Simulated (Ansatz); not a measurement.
Crystal: PbS (Galena).

```
CELL_PARAMETERS angstrom
0.00000 2.96575 2.96575
2.96575 0.00000 2.96575
2.96575 2.96575 0.00000
ATOMIC_POSITIONS crystal
Pb 0.00000 0.00000 0.00000
S 0.50000 0.50000 0.50000
```

```yaml
Program: Ansatz 0.2.0
Task: relaxation of cell and atoms
Functional: PBEsol
Dispersion: D3(BJ)
Potentials_or_basis: all-electron LAPW, scalar-relativistic
Basis_error_allowed: 0.001 eV/atom
k_mesh: 8 × 8 × 8
Occupations: fermi-dirac, width 0.05 eV
Spin: no spin polarisation
```

At the start: volume 26.09 Å³/atom.

Q: How do energy, volume and symmetry change on relaxing?

A: Over 5 steps the energy falls by 12.5 meV/atom and the volume is 24.78 Å³/atom (-5.0 %); space group Fm-3m (No. 225, to 0.05 Å).

The path:
```
step  energy change (eV)  largest force (eV/Å)  volume (Å³)
   1              0.0000                0.0000        52.17
   2             -0.0158                0.0000        48.08
   3             -0.0249                0.0000        49.67
   4             -0.0249                0.0000        49.56
   5             -0.0249                0.0000        49.56
```

Final structure:
```cif
data_structure
_symmetry_space_group_name_H-M 'P 1'
_symmetry_Int_Tables_number 1
_cell_length_a 4.1231
_cell_length_b 4.1231
_cell_length_c 4.1231
_cell_angle_alpha 60.000
_cell_angle_beta 60.000
_cell_angle_gamma 60.000
_cell_volume 49.56
loop_
_atom_site_label
_atom_site_type_symbol
_atom_site_fract_x
_atom_site_fract_y
_atom_site_fract_z
_atom_site_occupancy
Pb1 Pb 0.00000 0.00000 0.00000 1
S1 S 0.50000 0.50000 0.50000 1
```
